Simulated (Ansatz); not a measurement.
**In2O3 (R-3c): the equilibrium volume**

At what volume is In2O3 (R-3c) free of pressure?

Method: DFT PBEsol, scalar-relativistic, plane waves, PAW, in Ansatz 0.2.0.

3 further runs of the same task are left out: 3 set aside as unsound or not needed. Runs told in other sessions of the task aren't counted.

### Step 1. The structure to begin with

The structure is trigonal, space group R-3c (No. 167). Conventional cell: a = 5.516 Å, b = 5.516 Å, c = 14.591 Å, α = 90.00°, β = 90.00°, γ = 120.00°. In (site symmetry 3) has 6 O at 2.13 to 2.26 Å in its first shell of neighbours. O (site symmetry 2) has 4 In at 2.13 to 2.26 Å in its first shell of neighbours.

As a file:

```
CELL_PARAMETERS angstrom
2.75810 1.59239 4.86369
-2.75810 1.59239 4.86369
0.00000 -3.18478 4.86369
ATOMIC_POSITIONS crystal
In 0.64288 0.64288 0.64288
In 0.85712 0.85712 0.85712
In 0.35712 0.35712 0.35712
In 0.14288 0.14288 0.14288
O 0.04650 0.75000 0.45350
O 0.75000 0.45350 0.04650
O 0.45350 0.04650 0.75000
O 0.95350 0.25000 0.54650
O 0.54650 0.95350 0.25000
O 0.25000 0.54650 0.95350
```

### Step 2. The first run (PBEsol, 6×6×6 mesh)

File input.yaml:

```yaml
crystal:
  lattice:
    - [2.7581043173, 1.59239227, 4.8636867567]
    - [-2.7581043173, 1.59239227, 4.8636867567]
    - [0.0, -3.18478454, 4.8636867567]
  atoms:
    - { symbol: In, position: [0.642884, 0.642884, 0.642884] }
    - { symbol: In, position: [0.857116, 0.857116, 0.857116] }
    - { symbol: In, position: [0.357116, 0.357116, 0.357116] }
    - { symbol: In, position: [0.142884, 0.142884, 0.142884] }
    - { symbol: O, position: [0.0464953, 0.75, 0.4535047] }
    - { symbol: O, position: [0.75, 0.4535047, 0.0464953] }
    - { symbol: O, position: [0.4535047, 0.0464953, 0.75] }
    - { symbol: O, position: [0.9535047, 0.25, 0.5464953] }
    - { symbol: O, position: [0.5464953, 0.9535047, 0.25] }
    - { symbol: O, position: [0.25, 0.5464953, 0.9535047] }
basis:
  ecutwfc: 420
kpoints:
  mp_grid: { grid: [6, 6, 6] }
hamiltonian:
  xc: pbesol
scf:
  occupations: { method: gaussian, width: 0.1 }
output:
  forces: true
  stress: true
  eigenvalues: true
```

Launch:

```sh
> ansatz run input.yaml --threads 8 --pin off --max-ram 16384MiB --backend cpu --events-out ev --progress --plain --runs-dir out
```

The log of the run, shortened:

```text
Warning: RAYON_NUM_THREADS=8 ignored (pool sized by the plan → 8); use --threads N
[...]
Pseudopotentials: kind: paw
Pseudopotential: In, paw, valence charge 13, recommended cutoff 420 eV (normal), In.paw.azcp
Pseudopotential: O, paw, valence charge 6, recommended cutoff 420 eV (normal), O.paw.azcp
Functional definition: PBEsol
[...]
Crystal: 10 atoms, lattice volume = 128.167 Å³
Basis set: ecut = 420 eV, 2519 PW (Γ), exchange–correlation on 80×80×80 points (8 copies of the dense FFT grid, shifted against one another)
Bands: 54, of which v1, the nominal top of the filled ones, is band 44 counted from 1 (43 counted from 0)
Symmetry: 12 space group operations
Space group: R-3c (ITA 167), of the structure as read, at distance tolerance 5.0e-5 Å
k-points: 32 of 216
[...]
SCF iter   1: F=—  HF=-25467.660168 eV  |F-HF|=—  |Δ(HF+E_count)|=         —  Δρ=1.67e-2  dr2=2.91e-1  ethr=1.77e-3  ⟨swp⟩=6.0  Hψ=6964  notcnv=0  defer=24
[...]
SCF iter   7: F=-25467.580235 eV  HF=-25467.580235 eV  |F-HF|=4.59e-9  |Δ(HF+E_count)|=   1.05e-7  Δρ=1.94e-6  dr2=6.62e-9  ethr=1.14e-10  ⟨swp⟩=9.2  Hψ=6301  notcnv=0
[...]
SCF converged after 7 iterations
Free energy (F): -25467.580235 eV
[...]
E sigma→0 (E₀):  -25467.580235 eV
Fermi energy:    9.153910 eV
[...]
--- Forces (eV/Å), atoms counted from 1 ---
  atom   1  In     0.00000000     0.00000000    -0.00497671
  atom   2  In     0.00000000    -0.00000000     0.00497671
  atom   3  In    -0.00000000     0.00000000     0.00497671
  atom   4  In    -0.00000000     0.00000000    -0.00497671
  atom   5  O     -0.01546806    -0.02679146     0.00000000
  atom   6  O     -0.01546806     0.02679146    -0.00000000
  atom   7  O      0.03093612     0.00000000     0.00000000
  atom   8  O      0.01546806     0.02679146    -0.00000000
[...]
--- Stress (GPa, compression-positive) ---
       -0.707099       0.000000      -0.000000
        0.000000      -0.707099       0.000000
       -0.000000       0.000000      -0.887301
  P = ⅓ Tr σ = -0.7672 GPa (-7.672 kbar)
--- Band table (eV; the first three rows and the last of 32) ---
[...]
```

Run time: 1.5 s. Hardware: 8 threads of AMD EPYC 7B13 (Zen 3), shared host; peak memory 0.77 GiB.

This gives: volume 12.817 Å³/atom, pressure -0.77 GPa, gap on the mesh 1.09 eV.

[end of part 1 of 2]
